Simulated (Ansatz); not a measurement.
# Pt: the cost of one run

Method: DFT PBE, scalar-relativistic, plane waves, PAW, in Ansatz 0.2.0.

2 further runs of the same task are left out: 2 set aside as unsound or not needed.

### Step 1. The starting structure

Symmetry: Fm-3m, No. 225, cubic system. Conventional cell: a = 3.970 Å, b = 3.970 Å, c = 3.970 Å, α = 90.00°, β = 90.00°, γ = 90.00°. Pt (site symmetry m-3m) is surrounded by 12 Pt at 2.81 Å.

Structure file:

```cif
data_structure
_symmetry_space_group_name_H-M 'P 1'
_symmetry_Int_Tables_number 1
_cell_length_a 2.8073
_cell_length_b 2.8073
_cell_length_c 2.8073
_cell_angle_alpha 60.000
_cell_angle_beta 60.000
_cell_angle_gamma 60.000
_cell_volume 15.64
loop_
_atom_site_label
_atom_site_type_symbol
_atom_site_fract_x
_atom_site_fract_y
_atom_site_fract_z
_atom_site_occupancy
Pt1 Pt 0.00000 0.00000 0.00000 1
```

This cell was relaxed beforehand with the same method: volume 15.64 Å³/atom, gap on the mesh none (metal).

### Step 2. Bulk reference on the slab's mesh

input.yaml

```yaml
crystal:
  lattice:
    - [2.8072945022, 0.0, 0.0]
    - [-1.4036472511, 2.4311883548, 0.0]
    - [1.4036472511, 0.8103961183, 2.2921463627]
  atoms:
    - { symbol: Pt, position: [0.0, 0.0, 0.0] }
basis:
  ecutwfc: 420
kpoints:
  mp_grid: { grid: [12, 12, 15] }
hamiltonian:
  xc: pbe
scf:
  occupations: { method: gaussian, width: 0.1 }
output:
  forces: true
  stress: true
  eigenvalues: true
```

The run is started by

```
$ ansatz run input.yaml --threads 1 --pin off --max-ram 2560MiB --backend cpu --events-out ev --progress --plain --runs-dir out
```

**Question.** How long does this run take on 1 thread of Arm Neoverse V2, shared host, and how much memory does it need?

About 5.1 s, with a peak of 0.38 GiB.
